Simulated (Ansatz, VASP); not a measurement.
**One calculation of Ge, 3 ways**

The starting cell:

```
Ge
1.0
     0.00000    2.82891    2.82891
     2.82891    0.00000    2.82891
     2.82891    2.82891    0.00000
Ge
2
Direct
  0.75000 0.75000 0.75000
  0.50000 0.50000 0.50000
```

Alike in all runs: task relaxation of cell and atoms; functional RPBE; k mesh 8 × 8 × 8; occupations fermi-dirac, width 0.05 eV; no spin polarisation; no spin-orbit coupling.

```tsv
program and potentials	plane-wave cutoff (eV)	notes	equilibrium volume (Å³/atom)
Ansatz, Ansatz PAW	420	potentials made for PBE, which Ansatz adapts in part	24.59
Ansatz, all-electron LAPW, scalar-relativistic	-	-	24.59
VASP, PBE PAW files Ge_d, 600 eV	600	potentials made for PBE	24.56
```

The equilibrium volume spans 24.56 (VASP, PBE PAW files Ge_d, 600 eV) to 24.59 Å³/atom (Ansatz, all-electron LAPW, scalar-relativistic), with all-electron results at 24.59. Some sets were made for another functional than the one run, which can shift their rows. Relaxations stop with a little pressure left, so the last digit of a volume isn't settled.

Differences between rows come from potentials, basis sets and numerical settings, since the functional is the same but for its coding. Runs on potential files found faulty are left out.
